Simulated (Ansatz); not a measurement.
# InAs: a two-dimensional strain map

This session takes InAs and sets out to map the energy over biaxial and axial strain.

The COD entry's cell or inner coordinates are ideal or old and differ from later refinements, so a difference from it is no clean test against experiment.

Program: Ansatz 0.2.0. Level of theory: DFT r2SCAN, scalar-relativistic, plane waves, PAW. These are calculated values, not measurements.

## Step 1: The starting structure

Symmetry: F-43m, No. 216, cubic system. Conventional cell: a = 6.048 Å, b = 6.048 Å, c = 6.048 Å, α = 90.00°, β = 90.00°, γ = 90.00°. In (site symmetry -43m) is surrounded by 4 As at 2.62 Å. As (site symmetry -43m) has 4 In at 2.62 Å as nearest neighbours.

Coordinates:

```cif
data_structure
_symmetry_space_group_name_H-M 'F-43m'
_symmetry_Int_Tables_number 216
_cell_length_a 6.0480
_cell_length_b 6.0480
_cell_length_c 6.0480
_cell_angle_alpha 90.000
_cell_angle_beta 90.000
_cell_angle_gamma 90.000
_cell_volume 221.23
loop_
_atom_site_label
_atom_site_type_symbol
_atom_site_symmetry_multiplicity
_atom_site_Wyckoff_symbol
_atom_site_fract_x
_atom_site_fract_y
_atom_site_fract_z
_atom_site_occupancy
In1 In 4 a 0.00000 0.00000 0.00000 1
As1 As 4 c 0.25000 0.25000 0.25000 1
```

No relaxation comes first: the listed cell is the starting point.

## Step 2: Zero of energy

The reference gives a free energy of -10477.1694 eV, pressure 1.86 GPa, largest force 0.000 eV/Å and gap on the mesh 0.25 eV. It was computed beforehand with the settings of the runs below.

## Step 3: Setting up a two-dimensional strain map

The cell is strained by p along both x and y and by q along z, with fractional coordinates fixed.

## Step 4: p = -0.050, q = -0.050

Contents of input.yaml:

```yaml
crystal:
  lattice:
    - [0.0, 2.8728, 2.8728]
    - [2.8728, 0.0, 2.8728]
    - [2.8728, 2.8728, 0.0]
  atoms:
    - { symbol: In, position: [0.0, 0.0, 0.0] }
    - { symbol: As, position: [0.75, 0.75, 0.75] }
basis:
  ecutwfc: 500
kpoints:
  mp_grid: { grid: [10, 10, 10] }
hamiltonian:
  xc: r2scan
scf:
  occupations: { method: gaussian, width: 0.03 }
output:
  forces: true
  stress: true
  eigenvalues: true
```

On the command line:

```
$ ansatz run input.yaml --threads 1 --pin off --max-ram 2560MiB --backend cpu --events-out ev --progress --plain --runs-dir out
```

Further runs follow: point p = -0.050, q = 0.000; p = -0.050, q = 0.050; point p = 0.000, q = -0.050; p = 0.000, q = 0.050; p = 0.050, q = -0.050; At p = 0.050, q = 0.000; point p = 0.050, q = 0.050; point p = -0.050, q = -0.025; p = -0.050, q = 0.025; point p = -0.025, q = -0.050; At p = -0.025, q = 0.000; At p = -0.025, q = 0.050; p = 0.000, q = -0.025; point p = 0.000, q = 0.025.

Q: Predict the outcome of this session. Wanted: highest point; lowest point away from the origin.

**Answer**, as computed:

| quantity | value |
| --- | --- |
| highest point | 199.5 meV/atom at (p, q) = (-0.050, -0.050) |
| lowest point away from the origin | -3.2 meV/atom at (0.000, 0.025) |

Of the points run, the lowest is (0.000, 0.025), 3.2 meV/atom below the undisturbed cell, which was taken as given and not relaxed at this level. At |p| = |q| = 0.050, points where p and q have the same sign cost 128.4 meV/atom on average, those of opposite sign 36.4: stretching in the plane is cheaper with a contraction along z. The gap on the mesh runs from 0.00 to 1.09 eV over the map.

Spin-orbit coupling is left out, though the cell holds In; it can move the gap.
